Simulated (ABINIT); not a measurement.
Fe:

```
CELL_PARAMETERS angstrom
-1.44300 1.44300 1.44300
1.44300 -1.44300 1.44300
1.44300 1.44300 -1.44300
ATOMIC_POSITIONS crystal
Fe 0.00000 0.00000 0.00000
```

Base run:

- Program: ABINIT 10.8.3 (patched build)
- Functional: PBE
- Potentials or basis: PseudoDojo NC SR PBE v0.4.1 standard
- Cutoff: 1252 eV
- k mesh: 16 × 16 × 16, with 2 shifts
- Occupations: fermi-dirac, width 0.2 eV
- Spin: collinear spin, ferromagnetic start
- Starting moments: [3.0] μB

Its results: pressure -5.4 GPa; net moment 2.41 μB per cell; site moments Fe +2.46 μB.

The run is repeated on the same cell with these changes: k mesh from 16 × 16 × 16, with 2 shifts to 10 × 10 × 10; occupations from fermi-dirac, width 0.2 eV to fermi-dirac, width 0.05 eV. What comes out?

Pressure -8.0 GPa; net moment 2.32 μB per cell; site moments Fe +2.40 μB.
